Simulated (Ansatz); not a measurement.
## How many bands does the GW gap of MgI2/MgI2 (1T bilayer) need?

How do accuracy and time trade against each other in G0W0 on MgI2/MgI2 (1T bilayer)?

Method: G0W0 on PBE, plane waves, PAW, in Ansatz 0.2.0.

**1. The structure**

The cell holds 6 atoms: 2 Mg and 4 I. Cell: a = 4.127 Å, b = 4.127 Å, c = 44.900 Å, α = 90.0°, β = 90.0°, γ = 120.0°. It derives from I2Mg1. Regions: layer 1 (MgI2), 3 atoms (1 Mg and 2 I); layer 2 (MgI2), 3 atoms (1 Mg and 2 I). Vacuum lies along c.

The structure was relaxed with PBE-D3(BJ). The runs that relaxed it are not among those shown. Spin-orbit coupling is left out unless a step names it. The default PAW set here is soft_2. Its files were made with PBE. The Coulomb interaction is cut off across the vacuum.

**2. 394 empty bands, screening to 41 eV**

Now the one-shot GW correction: screening in the RPA, then the self-energy of the levels asked for.

Contents of input.yaml:

```yaml
crystal:
  lattice:
    - [4.1273425794, 0.0, 0.0]
    - [-2.0636712897, 3.5743835239, 0.0]
    - [0.0, 0.0, 44.9]
  atoms:
    - { symbol: Mg, position: [0.0, 0.0, 0.4164287295] }
    - { symbol: I, position: [0.3333333333, 0.6666666667, 0.4538628034] }
    - { symbol: I, position: [0.6666666667, 0.3333333333, 0.3789632776] }
    - { symbol: Mg, position: [0.0, 0.0, 0.5835712705] }
    - { symbol: I, position: [0.6666666667, 0.3333333333, 0.6210367224] }
    - { symbol: I, position: [0.3333333333, 0.6666666667, 0.5461371966] }
  periodic: [true, true, false]
kpoints:
  mp_grid: { grid: [3, 3, 1] }
hamiltonian:
  xc: pbe
scf:
  occupations: { method: fixed }
gw:
  n_empty_bands: 394
  ecut_chi: 41
  qp_bands: [v2, c2]
  qp_kpoints: band_edges
  screening: { model: contour_deformation }
```

Started as:

```
$ ansatz run input.yaml --threads 4 --pin off --max-ram 17510MiB --backend cpu --events-out ev --progress --plain --runs-dir out
```

Numbers of over 12 decimals in the logs are rounded to 6 here.

The log of the run:

```text
Engine: ansatz 0.2.0, aarch64-unknown-linux-gnu
Pseudopotentials: kind: paw
Pseudopotential: Mg, paw, valence charge 10, recommended cutoff 420 eV (normal), Mg.paw.azcp
Pseudopotential: I, paw, valence charge 17, recommended cutoff 420 eV (normal), I.paw.azcp
Functional definition: PBE
  parameter kappa = 0.804
  parameter beta = 0.066725
  exchange = pbe_x(kappa = kappa, mu = beta*pi^2/3)
  correlation = pbe_c(beta = beta)
Crystal: 6 atoms, lattice volume = 662.396 Å³
Basis set: ecut = 420 eV, 12787 PW (Γ)
Bands: 53, of which v1, the nominal top of the filled ones, is band 44 counted from 1 (43 counted from 0)
Symmetry: 12 space group operations
Space group: P-6m2 (ITA 187), of the structure as read, at distance tolerance 8.7e-5 Å
k-points: 3 of 9 (time reversal used)
Non-local potential: Mg, projectors of the file, l = 0: 3, l = 1: 2, l = 2: 1
Non-local potential: I, projectors of the file, l = 0: 2, l = 1: 2, l = 2: 2, l = 3: 2
PAW form: soft (Blöchl's): semilocal exchange-correlation on the pseudo side does not see the compensation charge
PAW one-centre angular grid: Mg, 110 points (default); XC on 64 Gauss nodes
PAW one-centre angular grid: I, 590 points (default); XC on 64 Gauss nodes
Initial density: superposition of atomic densities (neutral atoms: chi_scale 0, normalization atom), corrected by the library's trained network
Initial wavefunctions: pseudopotential atomic-orbital guess
Functional: x = pbe(κ = 0.804, μ = 0.219515), c = pbe(β = 0.066725)
SCF iter   1: F=—  HF=-33905.295247 eV  |F-HF|=—  |Δ(HF+E_count)|=         —  Δρ=5.16e-4  dr2=3.76e-3  ethr=1.77e-3  ⟨swp⟩=8.3  Hψ=744  notcnv=0  defer=21
preconditioner: auto → Resta (q_TF=auto, 1.949 Å⁻¹)  ε∞=1.6  [insulator: Δε(μ)=3.943 eV  Ē_g=10.408 eV  n_scr=104 (ndim 8)  ℏωp=8.2 eV  f_vac=0.684  ε∞_Penn≈1.6  vacuum switching on, ρ_ref=7.9e-3 e/Å³]
SCF iter   2: F=—  HF=-33905.292562 eV  |F-HF|=—  |Δ(HF+E_count)|=   2.69e-3  Δρ=2.77e-4  dr2=7.30e-4  ethr=4.27e-6  ⟨swp⟩=5.3  Hψ=430  notcnv=0  defer=21
SCF iter   3: F=—  HF=-33905.292941 eV  |F-HF|=—  |Δ(HF+E_count)|=   3.79e-4  Δρ=1.23e-4  dr2=2.70e-4  ethr=8.30e-7  ⟨swp⟩=3.0  Hψ=223  notcnv=0  defer=21
SCF iter   4: F=—  HF=-33905.293029 eV  |F-HF|=—  |Δ(HF+E_count)|=   8.82e-5  Δρ=5.18e-5  dr2=5.50e-5  ethr=3.07e-7  ⟨swp⟩=3.0  Hψ=218  notcnv=0  defer=21
SCF iter   5: F=—  HF=-33905.293039 eV  |F-HF|=—  |Δ(HF+E_count)|=   1.00e-5  Δρ=1.73e-5  dr2=1.81e-6  ethr=6.25e-8  ⟨swp⟩=3.0  Hψ=212  notcnv=0  defer=21
SCF iter   6: F=—  HF=-33905.293041 eV  |F-HF|=—  |Δ(HF+E_count)|=   2.36e-6  Δρ=5.31e-6  dr2=4.54e-7  ethr=2.06e-9  ⟨swp⟩=3.0  Hψ=319  notcnv=0  defer=21
SCF iter   7: F=-33905.293042 eV  HF=-33905.293042 eV  |F-HF|=5.37e-8  |Δ(HF+E_count)|=   3.39e-7  Δρ=1.69e-6  dr2=2.82e-8  ethr=1.14e-10  ⟨swp⟩=35.0  Hψ=1330  notcnv=0
SCF 1 converged in 7 iterations: F = -33905.293042 eV  dr2 = 2.82e-8
  greatest PAW one-centre occupation: 1.000 electrons in one spin orbital (limit 2), on the Mg atom at site 3 (counted from 0), in its partial waves of l = 0
NSCF: frozen V_eff on 3 k-points
G₀W₀ screening: q 1/3
[... further progress lines ...]
NSCF: frozen V_eff on 1 k-points
SCF converged after 7 iterations
Free energy (F): -33905.293042 eV
Harris-Foulkes:  -33905.293042 eV  (|F-HF|=5.37e-8)
Internal energy: -33905.293042 eV  (E = F + TS)
E sigma→0 (E₀):  -33905.293042 eV
Fermi energy:    -6.294166 eV
--- Per-component energies (eV) ---
  E_band       = -3228.727926
  E_kinetic    = 909.148329
  E_local      = -323171.404471  (includes V_loc(G=0)·N_el)
  E_nonlocal   = -170.651579
  E_hartree    = 160761.408731
  E_xc         = -570.662478
  E_vxc        = -589.797506  (∫ρ·V_xc dr)
  E_paw        = -19853.357289  (= ΣΔE_a)
  E_vpaw       = -1728.836947  (= ΣTr[D̂ρ^β])
  E_aug_tail   = -0.000071  (compensation charges beyond the density's cutoff)
  E_ewald      = 148190.225786
  E_smearing   = -0.000000  (= −TS)
  E_closure    = 0.000000  (closes the sum)
  Σ components = -33905.293042   (vs F -33905.293042, Δ=0.00e0)
--- Band table (eV) ---
  k-point 0: bands = [... 40 lower, -6.3277, -6.3277, -6.2942, -6.2942, -2.3565, -1.9683 (-1.9683°), -1.4100 (-1.4100°), -1.3214 (-1.3214°), ... 5 higher]
  k-point 1: bands = [... 40 lower, -7.1268, -6.7378, -6.6843, -6.6414, -2.3105, -2.1704, -1.0050, -0.6614 (-0.6614°), ... 5 higher]
  k-point 2: bands = [... 40 lower, -7.4081, -7.1641, -7.1123, -6.8760, -2.0513, -1.7867, -0.2920, -0.1379, ... 5 higher]
  ° read free of the cell's end (the report's vacuum.weakly_bound_levels)
--- G₀W₀: contour deformation, 6 samples at zero and on the imaginary axis and 1 off it, 9 q-points, 394 empty bands' worth ---
  eigenvalues of the whole cell's RPA ε∞ on this k-mesh (on a slab, of 1 + 4πα/V) = 1.2240, 2.2916, 2.2916; static W/v taken at q = 0 is 0.514101
  gw.qp_kpoints: band_edges: 3 of 3 stored k-points solved, in 1 pass; an edge of the gap read off the rows below is read off those points alone
    ik  band        ε_KS         Σx   Σc(E_QP)       V_xc       Z   E_QP_lin       E_QP  E_QP is
     0    43     -6.2942   -17.9488     2.0932   -15.0760  0.7926    -7.0831    -7.0737  root
     0    44     -6.2942   -17.9488     2.0932   -15.0760  0.7926    -7.0831    -7.0737  root
     0    45     -2.3565    -6.5161    -3.1991   -10.5071  0.8200    -1.5563    -1.5647  root
     0    46     -1.9683    -6.7257    -3.2780   -10.9450  0.8153    -1.0140    -1.0269  root
     1    43     -6.6843   -17.5542     2.1389   -14.5790  0.7893    -7.5320    -7.5206  root
     1    44     -6.6414   -17.6037     2.1288   -14.6555  0.7899    -7.4715    -7.4607  root
     1    45     -2.3105    -6.2779    -3.2461   -10.4130  0.8087    -1.4105    -1.4215  root
     1    46     -2.1704    -6.3845    -3.3098   -10.6313  0.8065    -1.2207    -1.2334  root
     2    43     -7.1123   -17.0108     2.1263   -13.9895  0.7869    -8.0211    -8.0073  root
     2    44     -6.8760   -17.1686     2.0653   -14.3125  0.7906    -7.6768    -7.6669  root
     2    45     -2.0513    -6.6012    -3.1486   -10.6491  0.8090    -1.1408    -1.1520  root
     2    46     -1.7867    -7.1485    -3.2314   -11.3956  0.8046    -0.7556    -0.7710  root
```

It took 2.2 min on 4 threads of Arm Neoverse V1, shared host; peak memory 4.4 GiB; 8.3 min of CPU time.

The column dr2 measures how far the density is from self-consistency, as an energy; F and HF (Harris–Foulkes) agree once it is small.

Numbers from this step:

```yaml
bands_summed: 438
plane_waves_in_the_screening_matrix: 383
q_points_in_the_mesh: 9
g0w0_gap_on_the_mesh: 5.509 eV
k_of_the_valence_top: 0, 0, 0
k_of_the_conduction_bottom: 0, 0, 0
starting_gap_on_the_mesh: 3.938 eV
z_at_the_valence_top: 0.7926
z_at_the_conduction_bottom: 0.8200
least_direct_g0w0_gap_on_the_computed_points: 5.509 eV
```

The gap on the mesh goes from 3.94 eV to 5.51 eV, a correction of +1.57 eV. Between the two edge states, bare exchange in place of the xc potential would open the gap by 6.86 eV, and correlation takes back 5.29 eV.

**3. 976 empty bands, screening to 75 eV**

Bands and screening cutoff are moved together, since each hides the error of the other.

Edit input.yaml of step 2 so:

```diff
@@ -19,5 +19,6 @@
   occupations: { method: fixed }
+  convergence: { dr2_threshold: 1.0e-10 }
 gw:
-  n_empty_bands: 394
-  ecut_chi: 41
+  n_empty_bands: 976
+  ecut_chi: 75.0
   qp_bands: [v2, c2]
```

The log of the run:

```text
[...]
Crystal: 6 atoms, lattice volume = 662.396 Å³
Basis set: ecut = 420 eV, 12787 PW (Γ)
Bands: 53, of which v1, the nominal top of the filled ones, is band 44 counted from 1 (43 counted from 0)
[... 1 set-up line as in the run before ...]
[...]
k-points: 3 of 9 (time reversal used)
[...]
SCF iter   1: F=—  HF=-33905.295247 eV  |F-HF|=—  |Δ(HF+E_count)|=         —  Δρ=5.16e-4  dr2=3.76e-3  ethr=1.77e-3  ⟨swp⟩=8.3  Hψ=744  notcnv=0  defer=21
[...]
SCF iter  10: F=-33905.293042 eV  HF=-33905.293042 eV  |F-HF|=4.37e-11  |Δ(HF+E_count)|=  7.20e-10  Δρ=4.39e-8  dr2=1.12e-11  ethr=1.00e-12  ⟨swp⟩=37.3  Hψ=1202  notcnv=0
SCF 1 converged in 10 iterations: F = -33905.293042 eV  dr2 = 1.12e-11
[...]
NSCF: frozen V_eff on 3 k-points
G₀W₀ screening: q 1/3
[... further progress lines ...]
[...]
SCF converged after 10 iterations
Free energy (F): -33905.293042 eV
[...]
Internal energy: -33905.293042 eV  (E = F + TS)
E sigma→0 (E₀):  -33905.293042 eV
Fermi energy:    -6.294357 eV
[...]
--- Band table (eV) ---
  k-point 0: bands = [... 40 lower, -6.3279, -6.3279, -6.2944, -6.2944, -2.3567, -1.9685 (-1.9685°), -1.4101 (-1.4101°), -1.3215 (-1.3215°), ... 5 higher]
  k-point 1: bands = [... 40 lower, -7.1270, -6.7380, -6.6845, -6.6416, -2.3107, -2.1706, -1.0051, -0.6616 (-0.6616°), ... 5 higher]
  k-point 2: bands = [... 40 lower, -7.4083, -7.1643, -7.1125, -6.8762, -2.0515, -1.7869, -0.2922, -0.1381, ... 5 higher]
  ° read free of the cell's end (the report's vacuum.weakly_bound_levels)
[...]
bands read: the sum over 1020 bands ends inside a degenerate multiplet in 1 slot, whose members it reads at an even weight; the widest, k=0: bands 1020 to 1021 (counted from 1) at 1/2 each
[...]
0    43     -6.2944   -17.9488     1.7507   -15.0760  0.7867    -7.4364    -7.4164  root
     0    44     -6.2944   -17.9488     1.7507   -15.0760  0.7867    -7.4364    -7.4164  root
     0    45     -2.3567    -6.5158    -3.3412   -10.5067  0.8197    -1.7016    -1.7070  root
     0    46     -1.9685    -6.7251    -3.4404   -10.9442  0.8147    -1.1813    -1.1898  root
     1    43     -6.6845   -17.5542     1.8165   -14.5790  0.7837    -7.8658    -7.8431  root
     1    44     -6.6416   -17.6037     1.8030   -14.6555  0.7843    -7.8086    -7.7867  root
     1    45     -2.3107    -6.2779    -3.4316   -10.4130  0.8074    -1.6005    -1.6071  root
     1    46     -2.1706    -6.3845    -3.5017   -10.6313  0.8051    -1.4178    -1.4255  root
     2    43     -7.1125   -17.0109     1.8322   -13.9895  0.7817    -8.3267    -8.3016  root
     2    44     -6.8762   -17.1687     1.7578   -14.3125  0.7851    -7.9941    -7.9745  root
     2    45     -2.0515    -6.6012    -3.3508   -10.6491  0.8072    -1.3478    -1.3543  root
     2    46     -1.7869    -7.1485    -3.4558   -11.3956  0.8025    -0.9866    -0.9955  root
```

Wall time 13 min (4 threads); peak memory 13 GiB.

Numbers from this step:

```
bands summed                                 : 1020
plane waves in the screening matrix          : 933
q-points in the mesh                         : 9
G0W0 gap on the mesh                         : 5.709 eV
k of the valence top                         : 0, 0, 0
k of the conduction bottom                   : 0, 0, 0
starting gap on the mesh                     : 3.938 eV
Z at the valence top                         : 0.7867
Z at the conduction bottom                   : 0.8197
least direct G0W0 gap on the computed points : 5.709 eV
```

Against the run with 3×3×1 mesh, 394 empty bands, screening to 41 eV, the gap moves by +0.20 eV.

**4. Side by side**

Times are wall times on 4 threads of Arm Neoverse V1, shared host, good to a factor of about two.

| mesh | files | frequency | bands summed | cutoff (eV) | start (eV) | G0W0 (eV) | time | host memory (GiB) |
| --- | --- | --- | --- | --- | --- | --- | --- | --- |
| 3×3×1 | default PAW | contour deformation | 438 | 41 | 3.938 | 5.509 | 2.2 min | 4.4 |
| 3×3×1 | default PAW | contour deformation | 1020 | 75 | 3.938 | 5.709 | 13 min | 13 |

How the two edges are built up, in eV (the quasiparticle level is the starting level plus Σx plus Σc less Vxc):

```
       run               edge  start      Σx     Σc     Vxc     Z     QP
 438 bands        valence top  -6.29  -17.95   2.09  -15.08  0.79  -7.07
 438 bands  conduction bottom  -2.36   -6.52  -3.20  -10.51  0.82  -1.56
1020 bands        valence top  -6.29  -17.95   1.75  -15.08  0.79  -7.42
1020 bands  conduction bottom  -2.36   -6.52  -3.34  -10.51  0.82  -1.71
```

**5. Summary of results**

```json
{
  "438 bands, 41 eV": "5.509 eV",
  "1020 bands, 75 eV": "5.709 eV",
  "estimated limit in bands and cutoff": "5.86 eV",
  "mesh and start": "3×3×1, PBE"
}
```

What this shows: A line in one over the bands through the two rungs gives 5.86 eV, +0.15 eV from the top rung; with two points alone it is an unchecked estimate. The rungs stand 0.35 eV (438 bands) and 0.15 eV (1020 bands) from it. From 438 to 1020 bands the gap moves by +0.20 eV while the time grows 6.1-fold. Σc changes by −0.34 eV at the valence top and −0.14 eV at the conduction bottom, so the valence edge carries most of the change. The 3×3×1 mesh misses a band edge: over a band path and its finer mesh (run apart) the PBE gap is 3.52 eV, so the G0W0 gap over the zone may lie about 0.41 eV below its value on the mesh. The mesh in the plane is coarse for a sheet; gap and any exciton binding can still move on denser ones. The many-body steps are scalar-relativistic: spin-orbit coupling is not in them.

[Paths, hosts, dates, memory and timing lines, banners, echoed tables and standing remarks are left out of the program output.]

[Logs are printed without paths, hosts, clocks, repeated set-up lines and the standing remarks that a program may print on its own settings, such as how far it seeks lower states.]

[Runs of the session that timed out or met a known fault of the program may be left out.]

[Cells called generated may have been cut or substituted from an entry of the Crystallography Open Database or the Materials Project.]

[Hosts, paths, dates, database ids (printed as entryN), source tags and the programs' standing remarks are cut or masked in the printed files.]
